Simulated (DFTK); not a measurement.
Crystal: WC (Qusongite).

```
CELL_PARAMETERS angstrom
2.90650 0.00000 0.00000
-1.45325 2.51710 0.00000
0.00000 0.00000 2.83660
ATOMIC_POSITIONS crystal
W 0.00000 0.00000 0.00000
C 0.66667 0.33333 0.50000
```

Base run:

```yaml
Program: DFTK 0.8.2
Functional: PBE
Potentials_or_basis: dojo.nc.sr.pbe.v0_4_1.standard.upf (PBE)
Cutoff: 1116 eV
k_mesh: 10 × 10 × 9
Occupations: fermi-dirac, width 0.05 eV
Spin: no spin polarisation
```

Its results: band gap on the k mesh none (metal or under the smearing width); pressure 5.7 GPa.

Problem. The run is repeated on the same cell with these changes: functional from PBE to PBEsol; potentials or basis from dojo.nc.sr.pbe.v0_4_1.standard.upf (PBE) to SG15 1.2 (PBE); cutoff from 1116 eV to 1225 eV; valence electrons from 18 to 32. What comes out?

Solution. Band gap on the k mesh none (metal or under the smearing width); pressure -5.4 GPa.

Caveats: the potentials were made for another functional, which shifts forces and pressure (some runs).

Not every run made on this cell is shown here.
